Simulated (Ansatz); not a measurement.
# Structure types of In at zero pressure

Structure types of In are relaxed in primitive cells with their symmetry kept at 0 GPa, first on PAW files, then by LAPW. The enthalpy is E + pV at zero temperature, without zero-point motion. Only the types listed were tried, and differences under about 5 meV/atom are mesh noise. Not among the end structures: fcc, which may lie lower.

Computed with Ansatz 0.2.0; functional PBE, scalar-relativistic. Settings: Fermi–Dirac smearing of 0.05 eV, no spin polarisation. Methods: LAPW: all electrons, basis error target 0.5 meV/atom; PAW: frozen-core files, cutoff 420 eV.

k meshes: bcc 15×15×15, hcp 14×14×8, sc 13×13×13, diamond 11×11×11.

| start type | ends as | a, b, c (Å) | V (Å³/atom) | H − H(lowest), LAPW (meV/atom) |
| --- | --- | --- | --- | --- |
| bcc | bcc, Im-3m | 3.815, 3.815, 3.815 | 27.75 | 8.5 |
| hcp | hcp, P6_3/mmc | 3.367, 3.367, 5.650 | 27.73 | 0.0 |
| sc | sc, Pm-3m | 3.095, 3.095, 3.095 | 29.64 | ? |
| diamond | diamond, Fd-3m | 6.733, 6.733, 6.733 | 38.16 | ? |

Task: What belongs in the row "sc", column "H − H(lowest), LAPW (meV/atom)"?

Result: 100.4.

Task: Give the missing entry: row "diamond", column "H − H(lowest), LAPW (meV/atom)".

Result: 333.8.
